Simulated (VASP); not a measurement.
All values below come from LDA (Ceperley-Alder, Perdew-Zunger), VASP's LDA PAW potentials (set 64) (plane waves; VASP). Each cell was relaxed at this level, without spin-orbit coupling.

Task: Which of these comes out without a gap?
A. Li2O, Fm-3m (225)
B. ZrC, Fm-3m (225)
C. C, Fd-3m (227)
D. GaN, P6_3mc (186)

Result: B, ZrC, Fm-3m (225). The others have gaps of 4.94 eV (Li2O, Fm-3m (225)), 2.11 eV (GaN, P6_3mc (186)), 4.16 eV (C, Fd-3m (227)).
